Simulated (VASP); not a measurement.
# AgCl: G0W0 levels extrapolated to a complete basis

AgCl, Fm-3m (no. 225), 2 atoms in the cell. PBE, G0W0 extrapolated in the basis; PAW potentials Ag_sv_GW, Cl_GW (PBE set).

GW scheme: G0W0; Iterations: 1; Response cutoff over orbital cutoff: 0.667; Orbital cutoffs (eV): (350 440 560); Frequency points: 48.

## Input

INCAR.step1:
```
PREC     = Accurate       # precision mode
ENCUT    = 350            # plane-wave cutoff, eV
ISMEAR   = 0              # smearing method
SIGMA    = 0.05           # smearing width, eV
LASPH    = T              # aspherical terms in the spheres
LREAL    = F              # projectors in reciprocal space
GGA      = PE             # functional
ALGO     = Normal         # electronic algorithm
EDIFF    = 1E-8           # SCF threshold, eV
NELM     = 150            # most SCF steps
LWAVE    = T              # write WAVECAR
LCHARG   = F              # write CHGCAR
```

INCAR.step2, as INCAR.step1 but for:
```
- ALGO = Normal
- NELM = 150
+ ALGO = Exact
+ NELM = 1
+ ISTART = 1
+ NBANDS = 620
+ LOPTICS = T
```

INCAR.step3, as INCAR.step2 but for:
```
- ALGO = Exact
- NELM = 1
- EDIFF = 1E-8
- LWAVE = T
- LOPTICS = T
+ ALGO = EVGW0
+ NBANDSGW = 17
+ ENCUTGW = 233
+ NOMEGA = 48
+ PRECFOCK = Fast
+ LWAVE = F
+ NELMGW = 1
```

INCAR.step4:
```
PREC     = Accurate       # precision mode
ENCUT    = 440            # plane-wave cutoff, eV
ISMEAR   = 0              # smearing method
SIGMA    = 0.05           # smearing width, eV
LASPH    = T              # aspherical terms in the spheres
LREAL    = F              # projectors in reciprocal space
GGA      = PE             # functional
ALGO     = Normal         # electronic algorithm
EDIFF    = 1E-8           # SCF threshold, eV
NELM     = 150            # most SCF steps
LWAVE    = T              # write WAVECAR
LCHARG   = F              # write CHGCAR
```

INCAR.step5, as INCAR.step4 but for:
```
- ALGO = Normal
- NELM = 150
+ ALGO = Exact
+ NELM = 1
+ ISTART = 1
+ NBANDS = 869
+ LOPTICS = T
```

INCAR.step6:
```
PREC     = Accurate       # precision mode
ENCUT    = 440            # plane-wave cutoff, eV
ISMEAR   = 0              # smearing method
SIGMA    = 0.05           # smearing width, eV
LASPH    = T              # aspherical terms in the spheres
LREAL    = F              # projectors in reciprocal space
GGA      = PE             # functional
ALGO     = EVGW0          # electronic algorithm
NBANDS   = 872            # bands
NBANDSGW = 17           
ENCUTGW  = 293            # cutoff of the response function
NOMEGA   = 48             # frequency points
PRECFOCK = Fast         
ISTART   = 1            
LWAVE    = F              # write WAVECAR
LCHARG   = F              # write CHGCAR
NELMGW   = 1             
```

INCAR.step7:
```
PREC     = Accurate       # precision mode
ENCUT    = 560            # plane-wave cutoff, eV
ISMEAR   = 0              # smearing method
SIGMA    = 0.05           # smearing width, eV
LASPH    = T              # aspherical terms in the spheres
LREAL    = F              # projectors in reciprocal space
GGA      = PE             # functional
ALGO     = Normal         # electronic algorithm
EDIFF    = 1E-8           # SCF threshold, eV
NELM     = 150            # most SCF steps
LWAVE    = T              # write WAVECAR
LCHARG   = F              # write CHGCAR
```

INCAR.step8, as INCAR.step7 but for:
```
- ALGO = Normal
- NELM = 150
+ ALGO = Exact
+ NELM = 1
+ ISTART = 1
+ NBANDS = 1243
+ LOPTICS = T
```

INCAR.step9:
```
PREC     = Accurate       # precision mode
ENCUT    = 560            # plane-wave cutoff, eV
ISMEAR   = 0              # smearing method
SIGMA    = 0.05           # smearing width, eV
LASPH    = T              # aspherical terms in the spheres
LREAL    = F              # projectors in reciprocal space
GGA      = PE             # functional
ALGO     = EVGW0          # electronic algorithm
NBANDS   = 1244           # bands
NBANDSGW = 17           
ENCUTGW  = 373            # cutoff of the response function
NOMEGA   = 48             # frequency points
PRECFOCK = Fast         
ISTART   = 1            
LWAVE    = F              # write WAVECAR
LCHARG   = F              # write CHGCAR
NELMGW   = 1             
```

KPOINTS:
```
k-points
0
Gamma
  2 2 2
```

POSCAR:
```
AgCl
1.0
    0.0000000000      2.7350000000      2.7350000000
    2.7350000000      0.0000000000      2.7350000000
    2.7350000000      2.7350000000      0.0000000000
Ag Cl
1 1
Direct
    0.0000000000      0.0000000000      0.0000000000
    0.5000000000      0.5000000000      0.5000000000
```

Commands (each step's output is kept before the next begins):
```
cat potpaw_PBE.64/Ag_sv_GW/POTCAR potpaw_PBE.64/Cl_GW/POTCAR > POTCAR
cp INCAR.step1 INCAR
mpirun -np 4 vasp_std > vasp.out
cp INCAR.step2 INCAR
mpirun -np 4 vasp_std > vasp.out
cp INCAR.step3 INCAR
mpirun -np 4 vasp_std > vasp.out
rm WAVECAR CHG WAVEDER
cp INCAR.step4 INCAR
mpirun -np 4 vasp_std > vasp.out
cp INCAR.step5 INCAR
mpirun -np 4 vasp_std > vasp.out
cp INCAR.step6 INCAR
mpirun -np 4 vasp_std > vasp.out
rm WAVECAR CHG WAVEDER
cp INCAR.step7 INCAR
mpirun -np 4 vasp_std > vasp.out
cp INCAR.step8 INCAR
mpirun -np 4 vasp_std > vasp.out
cp INCAR.step9 INCAR
mpirun -np 4 vasp_std > vasp.out
```

## Result

- Gap on the mesh, extrapolated (eV): 2.64
- Gap at the zone centre, extrapolated (eV): 4.94
- Shift of the valence top, extrapolated (eV): -1.66
- Shift of the conduction bottom, extrapolated (eV): 0.17
- Largest miss of the line in the mesh gap (eV): 0.010

Levels against the basis:

| orbital cutoff (eV) | plane waves | bands | gap (eV) | gap at the zone centre (eV) | shift of the valence top (eV) | shift of the conduction bottom (eV) |
|---|---|---|---|---|---|---|
| 350 | 620 | 620 | 2.315 | 4.775 | -1.248 | 0.253 |
| 440 | 869 | 872 | 2.422 | 4.818 | -1.379 | 0.229 |
| 560 | 1243 | 1244 | 2.475 | 4.857 | -1.451 | 0.211 |

VASP 6.6.1 took 138 s on 4 cores (AMD EPYC 9R45 (Zen 5)), a shared host.
